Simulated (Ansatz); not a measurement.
# ZnO: the cost of one run

Method: DFT PBE, scalar-relativistic, plane waves, PAW, in Ansatz 0.2.0.

4 further runs of the same task are left out: 4 set aside as unsound or not needed.

**1. Starting point**

The cell holds 36 atoms (O18YZn17): a = 7.764 Å, b = 7.764 Å, c = 7.764 Å, α = 78.63°, β = 78.63°, γ = 78.63°.

The coordinates of this cell stand in the input of its own run.

The host was relaxed before at PBE: a = 3.279 Å, b = 3.279 Å, c = 5.293 Å, α = 90.00°, β = 90.00°, γ = 120.00° (conventional cell), 12.325 Å³/atom.

Places, in fractions of the supercell: Y in place of Zn at (0.278, 0.611, 0.611). The start keeps the symmetry of the ideal site.

**2. Band edges of the host over the zone**

Contents of input.yaml:

```yaml
crystal:
  lattice:
    - [3.2793875128, 0.0, 0.0]
    - [-1.6396937564, 2.840032895, 0.0]
    - [0.0, 0.0, 5.2931776442]
  atoms:
    - { symbol: Zn, position: [0.6666666667, 0.3333333333, 0.5006021939] }
    - { symbol: Zn, position: [0.3333333333, 0.6666666667, 0.0006021939] }
    - { symbol: O, position: [0.6666666667, 0.3333333333, 0.8797078061] }
    - { symbol: O, position: [0.3333333333, 0.6666666667, 0.3797078061] }
basis:
  ecutwfc: 420
  xc_grid: 2
kpoints:
  mp_grid: { grid: [9, 9, 6] }
  band_path: { path: [VBM, CBM], npoints: 2 }
hamiltonian:
  xc: pbe
scf:
  occupations: { method: gaussian, width: 0.02 }
output:
  forces: true
  stress: true
  eigenvalues: true
```

On the command line:

```
$ ansatz run input.yaml --threads 8 --pin off --max-ram 16384MiB --backend cpu --events-out ev --progress --plain --runs-dir out
```

What time and memory should one allow on 8 threads of Arm Neoverse V1, shared host?

About 1.7 s, with a peak of 0.44 GiB.
